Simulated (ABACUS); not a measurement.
# KCl (Sylvite) (Fm-3m) in ABACUS: settings compared

The runs below take KCl (Sylvite) through single point, relaxation of cell and atoms, with PBEsol, rSCAN.

All numbers are computed with ABACUS 3.10.1; they aren't measurements. Logs are shortened: lines on timing, memory, paths and dates and some standing lists are left out, and cuts for length are marked.

**Experimental background.**

From a printed reference work, monograph, for a bulk crystal of KCl: band gap 8.68 eV.

The results are compared with them further down.

## 1. The crystal as given

The structure is cubic, space group Fm-3m (No. 225). Conventional cell: a = 6.293 Å, b = 6.293 Å, c = 6.293 Å, α = 90.00°, β = 90.00°, γ = 90.00°. K (site symmetry m-3m) has 6 Cl at 3.15 Å as nearest neighbours. Cl (site symmetry m-3m) is surrounded by 6 K at 3.15 Å.

## 2. Single point, PBEsol

File run_abacus.py:

```python
"""ABACUS run from a structure file: ASE reads it, the script writes STRU, KPT and INPUT."""
import re
import subprocess
import spglib
from ase import Atoms
from ase.io import read
from ase.units import Bohr

atoms = read("KCl.cif")
cell, frac, numbers = spglib.standardize_cell((atoms.cell[:], atoms.get_scaled_positions(), atoms.numbers), to_primitive=True, symprec=1e-4)
atoms = Atoms(numbers=numbers, cell=cell, scaled_positions=frac, pbc=True)  # the primitive cell
atoms = atoms[(-atoms.numbers).argsort(kind="stable")]  # ABACUS lists atoms element by element
pseudo = {'K': 'k_pbesol_v1.4.uspp.F.UPF', 'Cl': 'cl_pbesol_v1.4.uspp.F.UPF'}
orbital = {}
magmoms = None
kmesh = [6, 6, 6]
params = {
    'suffix': 'KCl',
    'calculation': 'scf',
    'basis_type': 'pw',
    'pseudo_dir': './',
    'symmetry': 1,
    'dft_functional': 'pbesol',
    'ecutwfc': 40,
    'pseudo_rcut': 10,
    'nspin': 1,
    'nbands': 18,
    'ks_solver': 'dav',
    'smearing_method': 'fd',
    'smearing_sigma': 0.00367493,
    'scf_thr': 1e-08,
    'scf_nmax': 100,
    'mixing_type': 'broyden',
    'mixing_beta': 0.7,
    'cal_force': 1,
    'cal_stress': 1,
    'ecutrho': 320,
    'out_chg': 1,
    'kpar': 4,
}

symbols = atoms.get_chemical_symbols()
elements = list(dict.fromkeys(symbols))
lines = ["ATOMIC_SPECIES"] + [f"{e} {atoms.get_masses()[symbols.index(e)]:.4f} {pseudo[e]}" for e in elements]
if orbital:
    lines += ["", "NUMERICAL_ORBITAL"] + [orbital[e] for e in elements]
lines += ["", "LATTICE_CONSTANT", f"{1 / Bohr:.10f}", "", "LATTICE_VECTORS"]
lines += [" ".join(f"{x:.10f}" for x in v) for v in atoms.cell]
lines += ["", "ATOMIC_POSITIONS", "Direct"]
for e in elements:
    lines += ["", e, "0.0", str(symbols.count(e))]
    for i, p in enumerate(atoms.get_scaled_positions(wrap=False)):
        if symbols[i] == e:
            mag = "" if magmoms is None else " mag " + " ".join(str(x) for x in (magmoms[i] if isinstance(magmoms[i], list) else [magmoms[i]]))
            lines.append(" ".join(f"{x:.10f}" for x in p) + " 1 1 1" + mag)
open("STRU", "w").write("\n".join(lines) + "\n")
open("KPT", "w").write("K_POINTS\n0\nGamma\n%d %d %d 0 0 0\n" % tuple(kmesh))
open("INPUT", "w").write("INPUT_PARAMETERS\n" + "".join(f"{k:<20s}{v}\n" for k, v in params.items()))

done = subprocess.run(['mpirun', '-np', '4', 'abacus'])
if done.returncode:
    raise SystemExit(done.returncode)
log = open("OUT.KCl/running_scf.log").read()
print("final energy (eV):", re.findall(r"FINAL_ETOT_IS (\S+)", log))
```

File KCl.cif:

```cif
data_KCl
_cell_length_a 6.29294000
_cell_length_b 6.29294000
_cell_length_c 6.29294000
_cell_angle_alpha 90.00000000
_cell_angle_beta 90.00000000
_cell_angle_gamma 90.00000000
_space_group_name_H-M_alt 'Fm-3m'
_space_group_name_Hall '-F 4 2 3'
_space_group_IT_number 225
loop_
_space_group_symop_operation_xyz
'x,y,z'
'-x,-y,-z'
'-y,x,z'
'y,-x,-z'
'-x,-y,z'
'x,y,-z'
'y,-x,z'
'-y,x,-z'
'x,-y,-z'
'-x,y,z'
'-y,-x,-z'
'y,x,z'
'-x,y,-z'
'x,-y,z'
'y,x,-z'
'-y,-x,z'
'z,x,y'
'-z,-x,-y'
'z,-y,x'
'-z,y,-x'
'z,-x,-y'
'-z,x,y'
'z,y,-x'
'-z,-y,x'
'-z,x,-y'
'z,-x,y'
'-z,-y,-x'
'z,y,x'
'-z,-x,y'
'z,x,-y'
'-z,y,x'
'z,-y,-x'
'y,z,x'
'-y,-z,-x'
'x,z,-y'
'-x,-z,y'
'-y,z,-x'
'y,-z,x'
'-x,z,y'
'x,-z,-y'
'-y,-z,x'
'y,z,-x'
'-x,-z,-y'
'x,z,y'
'y,-z,-x'
'-y,z,x'
'x,-z,y'
'-x,z,-y'
'x,y+1/2,z+1/2'
'-x,-y+1/2,-z+1/2'
'-y,x+1/2,z+1/2'
'y,-x+1/2,-z+1/2'
[... 63 lines left out ...]
'-z+1/2,y,-x+1/2'
'z+1/2,-x,-y+1/2'
'-z+1/2,x,y+1/2'
'z+1/2,y,-x+1/2'
'-z+1/2,-y,x+1/2'
'-z+1/2,x,-y+1/2'
'z+1/2,-x,y+1/2'
'-z+1/2,-y,-x+1/2'
'z+1/2,y,x+1/2'
'-z+1/2,-x,y+1/2'
'z+1/2,x,-y+1/2'
'-z+1/2,y,x+1/2'
'z+1/2,-y,-x+1/2'
'y+1/2,z,x+1/2'
'-y+1/2,-z,-x+1/2'
'x+1/2,z,-y+1/2'
'-x+1/2,-z,y+1/2'
'-y+1/2,z,-x+1/2'
'y+1/2,-z,x+1/2'
'-x+1/2,z,y+1/2'
'x+1/2,-z,-y+1/2'
'-y+1/2,-z,x+1/2'
'y+1/2,z,-x+1/2'
'-x+1/2,-z,-y+1/2'
'x+1/2,z,y+1/2'
'y+1/2,-z,-x+1/2'
'-y+1/2,z,x+1/2'
'x+1/2,-z,y+1/2'
'-x+1/2,z,-y+1/2'
'x+1/2,y+1/2,z'
'-x+1/2,-y+1/2,-z'
'-y+1/2,x+1/2,z'
'y+1/2,-x+1/2,-z'
'-x+1/2,-y+1/2,z'
'x+1/2,y+1/2,-z'
'y+1/2,-x+1/2,z'
'-y+1/2,x+1/2,-z'
'x+1/2,-y+1/2,-z'
'-x+1/2,y+1/2,z'
'-y+1/2,-x+1/2,-z'
'y+1/2,x+1/2,z'
'-x+1/2,y+1/2,-z'
'x+1/2,-y+1/2,z'
'y+1/2,x+1/2,-z'
'-y+1/2,-x+1/2,z'
'z+1/2,x+1/2,y'
'-z+1/2,-x+1/2,-y'
'z+1/2,-y+1/2,x'
'-z+1/2,y+1/2,-x'
'z+1/2,-x+1/2,-y'
'-z+1/2,x+1/2,y'
'z+1/2,y+1/2,-x'
'-z+1/2,-y+1/2,x'
'-z+1/2,x+1/2,-y'
'z+1/2,-x+1/2,y'
'-z+1/2,-y+1/2,-x'
'z+1/2,y+1/2,x'
'-z+1/2,-x+1/2,y'
'z+1/2,x+1/2,-y'
'-z+1/2,y+1/2,x'
'z+1/2,-y+1/2,-x'
'y+1/2,z+1/2,x'
'-y+1/2,-z+1/2,-x'
'x+1/2,z+1/2,-y'
'-x+1/2,-z+1/2,y'
'-y+1/2,z+1/2,-x'
'y+1/2,-z+1/2,x'
'-x+1/2,z+1/2,y'
'x+1/2,-z+1/2,-y'
'-y+1/2,-z+1/2,x'
'y+1/2,z+1/2,-x'
'-x+1/2,-z+1/2,-y'
'x+1/2,z+1/2,y'
'y+1/2,-z+1/2,-x'
'-y+1/2,z+1/2,x'
'x+1/2,-z+1/2,y'
'-x+1/2,z+1/2,-y'
loop_
_atom_site_label
_atom_site_type_symbol
_atom_site_symmetry_multiplicity
_atom_site_Wyckoff_symbol
_atom_site_fract_x
_atom_site_fract_y
_atom_site_fract_z
_atom_site_occupancy
K1 K 4 a 0.0000000000 0.0000000000 0.0000000000 1
Cl1 Cl 4 b 0.5000000000 0.0000000000 0.0000000000 1
```

Potentials or basis: GBRV ultrasoft 1.5 PBEsol, plane waves.

Run with:

```
$ OMP_NUM_THREADS=1 python run_abacus.py > log
```

running log:

```text
ABACUS v3.10.1

               Atomic-orbital Based Ab-initio Computation at UStc

 ------------------------------------------------------------------------------------

 READING GENERAL INFORMATION
                           global_out_dir = OUT.KCl/
                           global_in_card = INPUT
                               pseudo_dir = ./
[... 8 lines left out ...]

 READING ATOM TYPE 1
                               atom label = K
                      L=0, number of zeta = 1
                      L=1, number of zeta = 1
                      L=2, number of zeta = 1
             number of atom for this type = 1

 READING ATOM TYPE 2
                               atom label = Cl
                      L=0, number of zeta = 1
                      L=1, number of zeta = 1
                      L=2, number of zeta = 1
             number of atom for this type = 1

                        TOTAL ATOM NUMBER = 2
DIRECT COORDINATES
    atom                   x                   y                   z     mag                  vx                  vy                  vz
taud_K1            0.0000000000        0.0000000000        0.0000000000  0.0000        0.0000000000        0.0000000000        0.0000000000
taud_Cl1            0.5000000000        0.5000000000        0.5000000000  0.0000        0.0000000000        0.0000000000        0.0000000000

                          Volume (Bohr^3) = 420.434
                             Volume (A^3) = 62.3018

 Lattice vectors: (Cartesian coordinate: in unit of a_0)
                   +0            +3.14647            +3.14647
             +3.14647                  +0            +3.14647
             +3.14647            +3.14647                  +0
 Reciprocal vectors: (Cartesian coordinate: in unit of 2 pi/a_0)
            -0.158908           +0.158908           +0.158908
            +0.158908           -0.158908           +0.158908
            +0.158908           +0.158908           -0.158908
 The esolver type has been set to : ksdft_pw

                PAO radial cut off (Bohr) = 10

 Read in pseudopotential file is k_pbesol_v1.4.uspp.F.UPF
                     pseudopotential type = US
          exchange-correlation functional = PBEsol
                 nonlocal core correction = 1
                        valence electrons = 9
                                     lmax = 2
                           number of zeta = 4
                     number of projectors = 6
                           L of projector = 0
                           L of projector = 0
                           L of projector = 1
                           L of projector = 1
                           L of projector = 2
                           L of projector = 2
 XC functional updated to : pbesol
          exchange-correlation functional = PBESOL
                PAO radial cut off (Bohr) = 10

 Read in pseudopotential file is cl_pbesol_v1.4.uspp.F.UPF
                     pseudopotential type = US
          exchange-correlation functional = PBEsol
                 nonlocal core correction = 1
                        valence electrons = 7
                                     lmax = 2
                           number of zeta = 2
[... 150 lines left out ...]
              fft grid for wave functions = [ 36, 36, 36 ]
                    number of plane waves = 2229
                         number of sticks = 223

 PARALLEL PW FOR WAVE FUNCTIONS
     PROC   COLUMNS(POT)             PW
        1            223           2229
 --------------- sum -------------------
        1            223           2229

 SETUP NONLOCAL PSEUDOPOTENTIALS IN PLANE WAVE BASIS
 K non-local projectors:
 projector 1 L=0
 projector 2 L=0
 projector 3 L=1
 projector 4 L=1
 projector 5 L=2
 projector 6 L=2
 Cl non-local projectors:
 projector 1 L=0
 projector 2 L=0
 projector 3 L=1
 projector 4 L=1
 projector 5 L=2
 projector 6 L=2
      TOTAL NUMBER OF NONLOCAL PROJECTORS = 36

 Init Non-Local PseudoPotential table :
 Init Non-Local-Pseudopotential done.

                                     npwx = 1820

 Make real space PAO into reciprocal space.
       max mesh points in Pseudopotential = 731
     dq(describe PAO in reciprocal space) = 0.01
                                    max q = 763

 number of pseudo atomic orbitals for K is 4
WARNING: norm of atomic wavefunction # 3 of atomic type K is 0.996327, renormalized
WARNING: norm of atomic wavefunction # 4 of atomic type K is 0.968439, renormalized

 number of pseudo atomic orbitals for Cl is 2

 -------------------------------------------
 SELF-CONSISTENT
 -------------------------------------------
                                 init_chg = atomic

 PW ALGORITHM --------------- ION=   1  ELEC=   1--------------------------------

 Notice: Threshold on eigenvalues was too large.
 hsover_error=0.16 > DRHO=0.0935346
 Origin diag ethr = 0.01
 New diag ethr = 0.000584591

 Density error is 0.0935552757003
                          Error Threshold = 0.00058459135448
----------------------------------------------------------
     Energy           Rydberg                 eV
----------------------------------------------------------
 E_KohnSham     -90.3887016628       -1229.8013774368
 E_Harris       -91.6430135295       -1246.8671658928
 E_Fermi        0.2201398339         2.9951560983
----------------------------------------------------------
[... 63 lines left out ...]
 Density error is 3.29462266902e-10
                          Error Threshold = 7.17104789087e-10
----------------------------------------------------------
     Energy           Rydberg                 eV
----------------------------------------------------------
 E_KohnSham     -90.4096366371       -1230.0862123741
 E_KS(sigma->0) -90.4096366371       -1230.0862123741
 E_Harris       -90.4096991731       -1230.0870632199
 E_band         -9.6378827718        -131.1301223521
 E_one_elec     -30.2841184519       -412.0365698533
 E_Hartree      19.9005670514        270.7611053299
 E_xc           -18.3592052306       -249.7898018871
 E_Ewald        -61.6668800060       -839.0209459636
 E_entropy(-TS) 0.0000000000         0.0000000000
 E_descf        0.0000000000         0.0000000000
 E_exx          0.0000000000         0.0000000000
 E_Fermi        0.2523256112         3.4330660634
----------------------------------------------------------

 charge density convergence is achieved
 final etot is -1230.0862124 eV
 EFERMI = 3.4330660634 eV

 STATE ENERGY(eV) AND OCCUPATIONS    NSPIN == 1
 1/4 kpoint (Cartesian) = 0.0000 0.0000 0.0000 (1807 pws)
       1       -26.2195     0.00925926
       2       -11.2577     0.00925926
       3       -9.73900     0.00925926
       4       -9.73900     0.00925926
       5       -9.73900     0.00925926
       6       0.832101     0.00925926
[... 59 lines left out ...]
       6      -0.250841      0.0370370
[... 10 lines left out ...]
      17        12.9201    1.46188e-84
      18        15.4528        0.00000

------------------------------------------------------------------------------------------
 TOTAL-FORCE (eV/Angstrom)
------------------------------------------------------------------------------------------
                        K1         0.0000000000         0.0000000000         0.0000000000
                       Cl1         0.0000000000         0.0000000000         0.0000000000
------------------------------------------------------------------------------------------

----------------------------------------------------------------
 TOTAL-STRESS (KBAR)
----------------------------------------------------------------
       -10.6337071606        -0.0000000000         0.0000000000
        -0.0000000000       -10.6337071606         0.0000000000
        -0.0000000000         0.0000000000       -10.6337071606
----------------------------------------------------------------
 TOTAL-PRESSURE: -10.633707 KBAR

 --------------------------------------------
 !FINAL_ETOT_IS -1230.0862123741474079 eV
 --------------------------------------------
```

It took 15 s on 4 MPI ranks of AMD EPYC 9R45 (Zen 5), shared host; peak memory 0.84 GiB.

What came out:

```
Free energy            : -1230.0862 eV
Pressure               : -1.1 GPa
Band gap on the k mesh : 5.03 eV, direct
```

Levels at points of the mesh, in eV from the valence-band top:
```csv
k point,band 6,band 7,band 8,band 9,band 10,band 11
"(0.00, 0.00, 0.00)",0.00,0.00,0.00,5.03,8.29,8.29
"(0.50, 0.50, 0.50)",-1.08,-0.33,-0.33,7.42,8.49,10.47
"(0.50, 0.50, 0.00)",-0.67,-0.23,-0.23,6.40,8.22,9.90
```

[end of part 1 of 2]
